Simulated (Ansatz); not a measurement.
# Ga2O3 (C2/m): the host for defect calculations, part 2 of 2

Before any defect goes in: Ga2O3 (C2/m) at rest, and how it screens a charge.

Ansatz 0.2.0; plane-wave PAW DFT, PBEsol; relaxation of the host's cell and atoms; PAW set soft_1 (the session's first sound run).

So far. Step 3 (Dielectric tensors of the host): The principal values of the electronic dielectric tensor are 4.10, 4.20 and 4.21. The principal values of the static dielectric tensor are 10.87, 10.92 and 13.83.

### 4. Defect free supercell relaxed in its symmetry

This cell, the one that will hold the defects, is built from the relaxed host. Its coarser k-points can move the atoms a little, so it is relaxed from the symmetric sites, as the reference for the test of stability.

This step: plane-wave PAW DFT, PBEsol; relaxation of the defect-free supercell in its symmetry; PAW set soft_1 (Ansatz 0.2.0).

System of this step: Ga2O3 (C2/m). The cell holds 120 atoms: 48 Ga and 72 O. Its edges and angles: a = 12.278 Å, b = 9.142 Å, c = 11.621 Å, α = 90.0°, β = 103.7°, γ = 90.0°.

Contents of pristine.symmetric/input.yaml:

```yaml
crystal:
  lattice:
    - [12.2779538692, 0.0, 0.0078670104]
    - [0.0, 9.1418962433, 0.0]
    - [-2.7604544928, 0.0, 11.2879176179]
  atoms:
    - { symbol: Ga, position: [0.3412764239, 0.0, 0.342720292] }
    - { symbol: Ga, position: [0.8412764239, 0.1666666667, 0.342720292] }
    - { symbol: Ga, position: [0.1587235761, 0.1666666667, 0.1572797079] }
    - { symbol: Ga, position: [0.6587235761, 0.0, 0.1572797079] }
    - { symbol: Ga, position: [0.4094923097, 0.1666666667, 0.1023013666] }
    - { symbol: Ga, position: [0.9094923097, 0.0, 0.1023013666] }
    - { symbol: Ga, position: [0.0905076903, 0.0, 0.3976986334] }
    - { symbol: Ga, position: [0.5905076903, 0.1666666667, 0.3976986334] }
    - { symbol: O, position: [0.0037883928, 0.1666666667, 0.3720424715] }
    - { symbol: O, position: [0.5037883928, 0.0, 0.3720424715] }
    - { symbol: O, position: [0.4962116072, 0.0, 0.1279575284] }
    - { symbol: O, position: [0.9962116072, 0.1666666667, 0.1279575284] }
    - { symbol: O, position: [0.3267872934, 0.1666666667, 0.2186196712] }
    - { symbol: O, position: [0.8267872934, 0.0, 0.2186196712] }
    - { symbol: O, position: [0.1732127066, 0.0, 0.2813803288] }
    - { symbol: O, position: [0.6732127066, 0.1666666667, 0.2813803288] }
    - { symbol: O, position: [0.1652740961, 0.0, 0.0547632056] }
    - { symbol: O, position: [0.6652740961, 0.1666666667, 0.0547632056] }
    - { symbol: O, position: [0.3347259039, 0.1666666667, 0.4452367944] }
    - { symbol: O, position: [0.8347259039, 0.0, 0.4452367944] }
    - { symbol: Ga, position: [0.3412764239, 0.0, 0.842720292] }
    - { symbol: Ga, position: [0.8412764239, 0.1666666667, 0.842720292] }
    - { symbol: Ga, position: [0.1587235761, 0.1666666667, 0.657279708] }
    - { symbol: Ga, position: [0.6587235761, 0.0, 0.657279708] }
    - { symbol: Ga, position: [0.4094923097, 0.1666666667, 0.6023013666] }
    - { symbol: Ga, position: [0.9094923097, 0.0, 0.6023013666] }
    - { symbol: Ga, position: [0.0905076903, 0.0, 0.8976986334] }
    - { symbol: Ga, position: [0.5905076903, 0.1666666667, 0.8976986334] }
    - { symbol: O, position: [0.0037883928, 0.1666666667, 0.8720424716] }
    - { symbol: O, position: [0.5037883928, 0.0, 0.8720424716] }
[... 84 atom lines left out ...]
    - { symbol: O, position: [0.1732127066, 0.6666666667, 0.7813803288] }
    - { symbol: O, position: [0.6732127066, 0.8333333333, 0.7813803288] }
    - { symbol: O, position: [0.1652740961, 0.6666666667, 0.5547632056] }
    - { symbol: O, position: [0.6652740961, 0.8333333333, 0.5547632056] }
    - { symbol: O, position: [0.3347259039, 0.8333333333, 0.9452367944] }
    - { symbol: O, position: [0.8347259039, 0.6666666667, 0.9452367944] }
basis:
  ecutwfc: 420
  xc_grid: 2
hamiltonian:
  xc: pbesol
  pseudopotentials: { kind: paw, azcp: { folder: soft_1 }, xc_functional: pbe }
kpoints:
  mp_grid: { grid: [1, 1, 1] }
scf:
  occupations: { method: fermi_dirac, width: 0.01 }
  max_iter: 100
  lower_state_search: "off"
output:
  forces: true
relax:
  f_tol: 0.015
  max_steps: 60
  escape_saddle: false
checkpoint:
  write: "../pristine.symmetric.run"
  compress: false
  write_wavefunctions: false
  write_every: 100000
```

The run is started by

```console
$ ansatz run input.yaml --threads 32 --pin off --max-ram 84787MiB --backend cuda --events-out ev --progress --plain --runs-dir out --max-vram 78GiB
```

Numbers of over 12 decimals in the logs are rounded to 6 here.

The log of the run:

```text
[...]
device memory: the entry about to start is reckoned to put 4.4 GiB on a device that reports 172.1 GiB free (of which the cap on the GPU budget leaves the run 78.0 GiB)
GPU FFT provider: cuFFT
GPU libraries: cuBLAS 13.8.1, cuFFT 12.4.0, cuSOLVER 12.3.2
GPU matrix products: emulated (plane waves: as basis.precision tells), large ones in fixed point in workspaces of 1.00 GiB
Crystal: 120 atoms, lattice volume = 1267.197 Å³
Basis set: ecut = 420 eV, 24771 PW (Γ), exchange–correlation on 180×128×160 points (8 copies of the dense FFT grid, shifted against one another)
Bands: 648, of which v1, the nominal top of the filled ones, is band 528 counted from 1 (527 counted from 0)
Symmetry: 48 space group operations
[...]
k-points: 1
[...]
GPU buffer pool allocated for 460800 grid points (all kernels)
GPU transforms: local potential and band sums: pruned to the plane-wave sphere, on 81×64×80
[...]
SCF iter   1: F=—  HF=-220127.630834 eV  |Δ(HF+E_count)|=         —  Δρ=1.17e-1  dr2=7.86e1  Hψ=2210
[...]
SCF iter   9: F=-220100.603185 eV  HF=-220100.603185 eV  |Δ(HF+E_count)|=   1.80e-5  Δρ=8.74e-6  dr2=9.61e-7  Hψ=1927
SCF 1 converged in 9 iterations: F = -220100.603185 eV  dr2 = 9.61e-7
[...]
relax step   1: F+E_penalty+E_count = -220100.60318537 eV  Δ(F+E_penalty+E_count) = +0.000e0 eV  max|allowed force component| = 2.842e-2 eV/Å  Δτ_max = 0.0000 Å  (9 SCF iters, dr2 threshold 5.63e-6 eV, accepted)
[...]
relax step   2: F+E_penalty+E_count = -220100.60499720 eV  Δ(F+E_penalty+E_count) = -1.812e-3 eV  max|allowed force component| = 2.049e-2 eV/Å  Δτ_max = 0.0024 Å  (6 SCF iters, accepted)
SCF iter   1: F=—  HF=-220100.603316 eV  |Δ(HF+E_count)|=         —  Δρ=4.75e-4  dr2=9.71e-4  Hψ=1288
[...]
SCF iter   6: F=-220100.606469 eV  HF=-220100.606469 eV  |Δ(HF+E_count)|=   1.09e-7  Δρ=1.69e-6  dr2=3.65e-8  Hψ=2201
SCF 3 converged in 6 iterations: F = -220100.606469 eV  dr2 = 3.65e-8
relax step   3: F+E_penalty+E_count = -220100.60646909 eV  Δ(F+E_penalty+E_count) = -1.472e-3 eV  max|allowed force component| = 7.748e-3 eV/Å  Δτ_max = 0.0036 Å  (6 SCF iters, accepted)
SCF converged after 6 iterations
Free energy (F): -220100.606469 eV
[...]
Internal energy: -220100.606469 eV  (E = F + TS)
E sigma→0 (E₀):  -220100.606469 eV
Fermi energy:    9.027178 eV
[...]
--- Forces (eV/Å), atoms counted from 1 ---
  atom   1  Ga    -0.00774810    -0.00000000     0.00589131
  atom   2  Ga    -0.00774810    -0.00000000     0.00589131
  atom   3  Ga     0.00774810     0.00000000    -0.00589131
  atom   4  Ga     0.00774810     0.00000000    -0.00589131
  atom   5  Ga     0.00428052     0.00000000    -0.00049663
  atom   6  Ga     0.00428052     0.00000000    -0.00049663
  [... 114 more lines of this table ...]
  max |Σ_I F_I| component: 1.96e-17 eV/Å
--- Relaxed structure (3 steps of the walk, 3 accepted, 0 SCFs on fresh bases) ---
  F+E_penalty+E_count = -220100.60646909 eV   max|allowed force component| = 7.748e-3 eV/Å
  atoms:
    - { symbol: Ga, position: [0.341335, 0, 0.342704] }
    - { symbol: Ga, position: [0.841335, 0.166667, 0.342704] }
    - { symbol: Ga, position: [0.158665, 0.166667, 0.157296] }
    - { symbol: Ga, position: [0.658665, 0, 0.157296] }
    - { symbol: Ga, position: [0.409589, 0.166667, 0.102330] }
    - { symbol: Ga, position: [0.909589, 0, 0.102330] }
  [... 114 more lines of this table ...]
```

Elapsed: 3.2 s, on 1 × NVIDIA GB200 with 32 threads of Arm Neoverse V2, shared host; peak memory 1.2 GiB; 8.4 s of CPU time.

The steps of the relaxation:

```tsv
step	energy less that of the first step (eV)	largest force component (eV/Å)
1	0.0000	0.0284
2	-0.0018	0.0205
3	-0.0033	0.0077
```

The run keeps the 48 symmetry operations that it works with, so distortions that break them were not tested.

First to last step the energy falls by 0.003 eV; the largest move, 0.006 Å, is that of O19 and 23 other atoms alike.

### 5. Defect free supercell relaxed from displaced atoms

This step: plane-wave PAW DFT, PBEsol; relaxation of the defect-free supercell from random displacements, a test of the host's stability; PAW set soft_1 (Ansatz 0.2.0).

pristine.rattled/input.yaml, as its differences from pristine.symmetric/input.yaml of step 4:

```diff
@@ -59,6 +59,6 @@
   f_tol: 0.015
-  max_steps: 60
-  escape_saddle: false
+  max_steps: 120
+  random_displacement: { amplitude: 0.06, seed: 8267 }
 checkpoint:
-  write: "../pristine.symmetric.run"
+  write: "../pristine.rattled.run"
   compress: false
```

The log of the run:

```text
[...]
Crystal: 120 atoms, lattice volume = 1267.197 Å³
Basis set: ecut = 420 eV, 24771 PW (Γ), exchange–correlation on 180×128×160 points (8 copies of the dense FFT grid, shifted against one another)
Bands: 648, of which v1, the nominal top of the filled ones, is band 528 counted from 1 (527 counted from 0)
Symmetry: 1 space group operations
k-points: 1
[...]
SCF iter   1: F=—  HF=-220124.023829 eV  |Δ(HF+E_count)|=         —  Δρ=1.17e-1  dr2=7.91e1  Hψ=2034
[...]
SCF iter   2: F=—  HF=-220104.814322 eV  |Δ(HF+E_count)|=    1.92e1  Δρ=5.36e-2  dr2=1.90e1  Hψ=1209
[...]
SCF iter   9: F=-220096.931115 eV  HF=-220096.931115 eV  |Δ(HF+E_count)|=   1.90e-5  Δρ=8.28e-6  dr2=1.02e-6  Hψ=1870
SCF 1 converged in 9 iterations: F = -220096.931115 eV  dr2 = 1.02e-6
[...]
relax step   1: F+E_penalty+E_count = -220096.93111509 eV  Δ(F+E_penalty+E_count) = +0.000e0 eV  max|allowed force component| = 2.404e0 eV/Å  Δτ_max = 0.0000 Å  (9 SCF iters, dr2 threshold 5.63e-6 eV, accepted)
[...]
relax step   2: F+E_penalty+E_count = -220099.48078514 eV  Δ(F+E_penalty+E_count) = -2.550e0 eV  max|allowed force component| = 1.170e0 eV/Å  Δτ_max = 0.0654 Å  (6 SCF iters, dr2 threshold 1.00e-4 eV, accepted)
relax step   3: F+E_penalty+E_count = -220100.60507837 eV  Δ(F+E_penalty+E_count) = -1.124e0 eV  max|allowed force component| = 3.113e-2 eV/Å  Δτ_max = 0.0670 Å  (6 SCF iters, dr2 threshold 8.55e-5 eV, accepted)
relax step   4: F+E_penalty+E_count = -220100.60510112 eV  Δ(F+E_penalty+E_count) = -2.275e-5 eV  max|allowed force component| = 3.260e-2 eV/Å  Δτ_max = 0.0000 Å  (5 SCF iters, accepted)
[...]
SCF iter   1: F=—  HF=-220100.602791 eV  |Δ(HF+E_count)|=         —  Δρ=9.82e-4  dr2=3.84e-3  Hψ=1288
[...]
SCF iter   2: F=—  HF=-220100.601792 eV  |Δ(HF+E_count)|=   1.00e-3  Δρ=4.82e-4  dr2=9.26e-4  Hψ=986
[...]
SCF iter   7: F=-220100.606748 eV  HF=-220100.606748 eV  |Δ(HF+E_count)|=   1.37e-8  Δρ=1.05e-6  dr2=1.61e-8  Hψ=1708
SCF 5 converged in 7 iterations: F = -220100.606748 eV  dr2 = 1.61e-8
[...]
relax step   5: F+E_penalty+E_count = -220100.60674805 eV  Δ(F+E_penalty+E_count) = -1.647e-3 eV  max|allowed force component| = 1.961e-3 eV/Å  Δτ_max = 0.0059 Å  (7 SCF iters, accepted)
SCF converged after 7 iterations
Free energy (F): -220100.606748 eV
[...]
Internal energy: -220100.606748 eV  (E = F + TS)
E sigma→0 (E₀):  -220100.606748 eV
Fermi energy:    9.027317 eV
[...]
--- Forces (eV/Å), atoms counted from 1 ---
  atom   1  Ga    -0.00020228     0.00071290     0.00050195
  atom   2  Ga    -0.00042078     0.00044617     0.00049728
  atom   3  Ga     0.00034847     0.00048674     0.00053197
  atom   4  Ga    -0.00124652     0.00007964    -0.00009948
  atom   5  Ga    -0.00041691    -0.00035076    -0.00036251
  atom   6  Ga    -0.00025614    -0.00004466     0.00043874
  [... 114 more lines of this table ...]
  max |Σ_I F_I| component: 7.21e-6 eV/Å
--- Relaxed structure (5 steps of the walk, 5 accepted, 0 SCFs on fresh bases) ---
  F+E_penalty+E_count = -220100.60674805 eV   max|allowed force component| = 1.961e-3 eV/Å
  atoms:
    - { symbol: Ga, position: [0.341135, -3.577393961350342e-5, 0.343207] }
    - { symbol: Ga, position: [0.841134, 0.166620, 0.343220] }
    - { symbol: Ga, position: [0.158664, 0.166648, 0.157600] }
    - { symbol: Ga, position: [0.658674, -2.5033319757011497e-5, 0.157597] }
    - { symbol: Ga, position: [0.409589, 0.166650, 0.102818] }
    - { symbol: Ga, position: [0.909579, -6.83308228290856e-6, 0.102817] }
  [... 114 more lines of this table ...]
```

Elapsed: 4.3 s, on 1 × NVIDIA GB200 with 32 threads; peak memory 1.2 GiB; 14 s of CPU time.

The steps of the relaxation:

```tsv
step	energy less that of the first step (eV)	largest force component (eV/Å)
1	0.0000	2.4041
2	-2.5497	1.1696
3	-3.6740	0.0311
4	-3.6740	0.0326
5	-3.6756	0.0020
```

The relaxation ends 31 meV an atom lower than the displaced start, with a largest force component of 0.0020 eV/Å.

### 6. Host on a dense mesh

This step: plane-wave PAW DFT, PBEsol; single point of the defect-free host, a test of the k-point sampling; PAW set soft_1 (Ansatz 0.2.0).

System of this step: Ga2O3 (C2/m). The structure is monoclinic, space group C2/m (No. 12). The conventional cell has a = 12.278 Å, b = 3.047 Å, c = 5.810 Å, α = 90.00°, β = 103.71°, γ = 90.00°. Ga has 6 O at 1.94 to 2.08 Å nearest. Ga has 4 O at 1.84 to 1.87 Å nearest. O has 3 Ga at 1.84 to 1.94 Å nearest. O has 4 Ga at 1.87 to 2.08 Å nearest. Nearest to O lie 3 Ga at 1.84 to 1.95 Å. Farther neighbours and most contacts between anions are not listed.

Contents of dense/input.yaml:

```yaml
crystal:
  lattice:
    - [6.1389769346, -1.5236493739, 0.0039335052]
    - [6.1389769346, 1.5236493739, 0.0039335052]
    - [-1.3802272464, 0.0, 5.643958809]
  atoms:
    - { symbol: Ga, position: [0.3412764239, 0.3412764239, 0.6854405841] }
    - { symbol: Ga, position: [0.6587235761, 0.6587235761, 0.3145594159] }
    - { symbol: Ga, position: [0.9094923097, 0.9094923097, 0.2046027331] }
    - { symbol: Ga, position: [0.0905076903, 0.0905076903, 0.7953972669] }
    - { symbol: O, position: [0.5037883928, 0.5037883928, 0.7440849431] }
    - { symbol: O, position: [0.4962116072, 0.4962116072, 0.2559150569] }
    - { symbol: O, position: [0.8267872934, 0.8267872934, 0.4372393425] }
    - { symbol: O, position: [0.1732127066, 0.1732127066, 0.5627606575] }
    - { symbol: O, position: [0.1652740961, 0.1652740961, 0.1095264111] }
    - { symbol: O, position: [0.8347259039, 0.8347259039, 0.8904735889] }
basis:
  ecutwfc: 420
  xc_grid: 2
hamiltonian:
  xc: pbesol
  pseudopotentials: { kind: paw, azcp: { folder: soft_1 }, xc_functional: pbe }
kpoints:
  mp_grid: { grid: [9, 9, 5] }
scf:
  occupations: { method: fermi_dirac, width: 0.01 }
  max_iter: 100
  lower_state_search: "off"
checkpoint:
  write: "../dense.run"
  compress: false
  write_wavefunctions: false
  write_every: 100000
```

The run is started by

```console
$ ansatz run input.yaml --threads 32 --pin off --max-ram 84787MiB --backend cpu --events-out ev --progress --plain --runs-dir out
```

The log of the run:

```text
[...]
Crystal: 10 atoms, lattice volume = 105.600 Å³
Basis set: ecut = 420 eV, 2045 PW (Γ), FFT grids on a1−a2, a2, a3, exchange–correlation on 48×90×80 points (8 copies of the dense FFT grid, shifted against one another)
Bands: 54, of which v1, the nominal top of the filled ones, is band 44 counted from 1 (43 counted from 0)
Symmetry: 4 space group operations
[...]
k-points: 115 of 405
[...]
SCF iter   1: F=—  HF=-18344.096377 eV  |Δ(HF+E_count)|=         —  Δρ=1.16e-1  dr2=6.45e0  Hψ=20896
[...]
SCF iter  10: F=-18341.867153 eV  HF=-18341.867153 eV  |Δ(HF+E_count)|=   1.65e-7  Δρ=5.88e-6  dr2=2.87e-8  Hψ=14757
SCF 1 converged in 10 iterations: F = -18341.867153 eV  dr2 = 2.87e-8
[...]
SCF converged after 10 iterations
Free energy (F): -18341.867153 eV
[...]
Internal energy: -18341.867153 eV  (E = F + TS)
E sigma→0 (E₀):  -18341.867153 eV
Fermi energy:    9.023347 eV
[...]
```

Elapsed: 1.9 s, on 32 threads; peak memory 1 GiB; 41 s of CPU time.

### 7. Defect free supercell at the zone centre

The supercell is run at the zone centre, to see how far that sampling misses the dense mesh.

System of this step: Ga2O3 (C2/m). The cell holds 120 atoms: 48 Ga and 72 O. Cell: a = 12.278 Å, b = 9.142 Å, c = 11.621 Å, α = 90.0°, β = 103.7°, γ = 90.0°.

pristine.sampling_gamma/input.yaml, as its differences from pristine.rattled/input.yaml of step 5:

```diff
@@ -55,10 +55,4 @@
   lower_state_search: "off"
-output:
-  forces: true
-relax:
-  f_tol: 0.015
-  max_steps: 120
-  random_displacement: { amplitude: 0.06, seed: 8267 }
 checkpoint:
-  write: "../pristine.rattled.run"
+  write: "../pristine.sampling_gamma.run"
   compress: false
```

The run is started by

```console
$ ansatz run input.yaml --threads 32 --pin off --max-ram 84787MiB --backend cuda --events-out ev --progress --plain --runs-dir out --max-vram 78GiB
```

The log of the run:

```text
[...]
GPU FFT provider: cuFFT
GPU libraries: cuBLAS 13.8.1, cuFFT 12.4.0, cuSOLVER 12.3.2
[...]
Crystal: 120 atoms, lattice volume = 1267.197 Å³
Basis set: ecut = 420 eV, 24771 PW (Γ), exchange–correlation on 180×128×160 points (8 copies of the dense FFT grid, shifted against one another)
Bands: 648, of which v1, the nominal top of the filled ones, is band 528 counted from 1 (527 counted from 0)
Symmetry: 48 space group operations
[...]
k-points: 1
[...]
GPU buffer pool allocated for 460800 grid points (all kernels)
[...]
SCF iter   1: F=—  HF=-220127.630835 eV  |Δ(HF+E_count)|=         —  Δρ=1.17e-1  dr2=7.86e1  Hψ=2210
[...]
SCF iter  10: F=-220100.603186 eV  HF=-220100.603186 eV  |Δ(HF+E_count)|=   5.28e-7  Δρ=2.03e-6  dr2=4.69e-8  Hψ=1599
SCF 1 converged in 10 iterations: F = -220100.603186 eV  dr2 = 4.69e-8
[...]
SCF converged after 10 iterations
Free energy (F): -220100.603186 eV
[...]
Internal energy: -220100.603186 eV  (E = F + TS)
E sigma→0 (E₀):  -220100.603186 eV
Fermi energy:    9.025698 eV
[...]
```

Wall time 1.6 s (1 × NVIDIA GB200 with 32 threads); peak memory 1.2 GiB; 3.4 s of CPU time.

### 8. Defect free supercell at the quarter point

The supercell is run at one point off the zone centre, to see how far that sampling misses the dense mesh.

pristine.sampling_quarter/input.yaml, as its differences from pristine.sampling_gamma/input.yaml of step 7:

```diff
@@ -50,3 +50,3 @@
 kpoints:
-  mp_grid: { grid: [1, 1, 1] }
+  mp_grid: { grid: [1, 1, 1], shift: [0.25, 0.25, 0.25] }
 scf:
@@ -56,3 +56,3 @@
 checkpoint:
-  write: "../pristine.sampling_gamma.run"
+  write: "../pristine.sampling_quarter.run"
   compress: false
```

The log of the run:

```text
[...]
GPU FFT provider: cuFFT
GPU libraries: cuBLAS 13.8.1, cuFFT 12.4.0, cuSOLVER 12.3.2
[...]
Crystal: 120 atoms, lattice volume = 1267.197 Å³
Basis set: ecut = 420 eV, 24771 PW (Γ), exchange–correlation on 180×128×160 points (8 copies of the dense FFT grid, shifted against one another)
Bands: 648, of which v1, the nominal top of the filled ones, is band 528 counted from 1 (527 counted from 0)
Symmetry: 24 space group operations
k-points: 1
[...]
GPU buffer pool allocated for 460800 grid points (all kernels)
[...]
SCF iter   1: F=—  HF=-220129.174815 eV  |Δ(HF+E_count)|=         —  Δρ=1.16e-1  dr2=7.74e1  Hψ=2168
[...]
SCF iter  10: F=-220102.434234 eV  HF=-220102.434234 eV  |Δ(HF+E_count)|=   4.55e-7  Δρ=1.60e-6  dr2=3.37e-8  Hψ=1600
SCF 1 converged in 10 iterations: F = -220102.434234 eV  dr2 = 3.37e-8
[...]
SCF converged after 10 iterations
Free energy (F): -220102.434234 eV
[...]
Internal energy: -220102.434234 eV  (E = F + TS)
E sigma→0 (E₀):  -220102.434234 eV
Fermi energy:    9.450311 eV
[...]
```

The job ended after 1.9 s (1 × NVIDIA GB200 with 32 threads; peak memory 1.3 GiB).

### 9. Outcome

| Property | Result |
| --- | --- |
| primitive cell vectors, lengths | 6.325, 6.325, 5.810 Å |
| electronic dielectric constant | principal values (4.10, 4.20, 4.21) |
| static dielectric constant | principal values (10.87, 10.92, 13.83) |
| gap on the k-mesh of the response run (PBEsol) | 2.23 eV |
| supercell relaxed in its symmetry less the displaced and relaxed one | 0.000 eV |
| energy an atom at the zone centre alone less that on the dense mesh | 0.015 eV |
| energy an atom at one point at (¼, ¼, ¼) less that on the dense mesh | 0.000 eV |

**Reading.** Step 5: The energy fell by 3.676 eV from the randomly displaced start; against the sites as typed, O99 ends farthest off, by 0.01 Å, once the mean shift is taken out. The displaced cell ends within 0.01 eV of the symmetric one relaxed in its symmetry, so no lower structure shows in this supercell. The k-mesh can miss the band edges, so this gap is an upper bound at this level. All at zero temperature.

[Logs are printed without paths, hosts, clocks, repeated set-up lines and the standing remarks that a program may print on its own settings, such as how far it seeks lower states.]

[Hosts, paths, dates, database ids (printed as entryN), source tags and the programs' standing remarks are cut or masked in the printed files.]

[Runs of the host that timed out are not shown.]

[For some hosts the program warned that the k-mesh of the response run may be too coarse for force constants and the static dielectric constant; such warnings are not always shown.]

[The program warned that the k-mesh of a response run behind this text may be too coarse: force constants, and the static dielectric constant and all else formed from them, are not shown converged.]
